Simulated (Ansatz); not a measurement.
# AlN: the cost of one run

Method: DFT PBEsol, all-electron LAPW, scalar-relativistic unless said, in Ansatz 0.2.0.

The COD entry's cell or inner coordinates are ideal or old and differ from later refinements, so a difference from it is no clean test against experiment.

**1. The system as given**

It takes space group P6_3mc (No. 186, hexagonal). The conventional cell has a = 3.114 Å, b = 3.114 Å, c = 4.983 Å, α = 90.00°, β = 90.00°, γ = 120.00°. Al (site symmetry 3m) has 4 N at 1.89 to 1.90 Å as nearest neighbours. N (site symmetry 3m) is surrounded by 4 Al at 1.89 to 1.90 Å.

Coordinates:

```cif
data_structure
_symmetry_space_group_name_H-M 'P6_3mc'
_symmetry_Int_Tables_number 186
_cell_length_a 3.1138
_cell_length_b 3.1138
_cell_length_c 4.9829
_cell_angle_alpha 90.000
_cell_angle_beta 90.000
_cell_angle_gamma 120.000
_cell_volume 41.84
loop_
_atom_site_label
_atom_site_type_symbol
_atom_site_symmetry_multiplicity
_atom_site_Wyckoff_symbol
_atom_site_fract_x
_atom_site_fract_y
_atom_site_fract_z
_atom_site_occupancy
Al1 Al 2 b 0.33333 0.66667 0.99899 1
N1 N 2 b 0.33333 0.66667 0.38101 1
```

Cartesian axes are those of the input's lattice vectors. The structure goes back to a database entry.

**2. Reference run, fine mesh, LAPW**

The input, input.yaml:

```yaml
crystal:
  lattice:
    - [3.11383022268, 0.0, 0.0]
    - [-1.55691511134, 2.69665607592, 0.0]
    - [0.0, 0.0, 4.98285273008]
  atoms:
    - { symbol: Al, position: [0.333333333333, 0.666666666667, -0.001008568487] }
    - { symbol: Al, position: [0.666666666667, 0.333333333333, 0.498991431513] }
    - { symbol: "N", position: [0.333333333333, 0.666666666667, 0.381008568487] }
    - { symbol: "N", position: [0.666666666667, 0.333333333333, 0.881008568487] }
kpoints:
  mp_grid: { grid: [8, 8, 6] }
scf:
  occupations: { method: fixed }
hamiltonian:
  xc: pbesol
  pseudopotentials: { kind: all_electron, lapw: { basis_error: 0.001 } }
output:
  forces: true
  stress: true
  eigenvalues: true
  eigenstates:
    nscf_kmesh: { grid: [12, 12, 8] }
    de_dk: true
    e_range: [-9, 14.09468538943]
  optics:
    e_range: [0, 30]
    de: 0.2
    sigma: 0.1
    bands: { spectra_wanted_up_to: 30 }
    nscf_kmesh: { grid: [12, 12, 8] }
checkpoint:
  write: ck
  write_wavefunctions: false
```

Run with:

```console
$ ansatz run input.yaml --threads 2 --pin off --max-ram 6144MiB --backend cpu --events-out ev --progress --plain --runs-dir out
```

Q: Estimate wall time and peak memory on 2 threads of Arm Neoverse V1, shared host.

About 62 s, with a peak of 0.46 GiB.
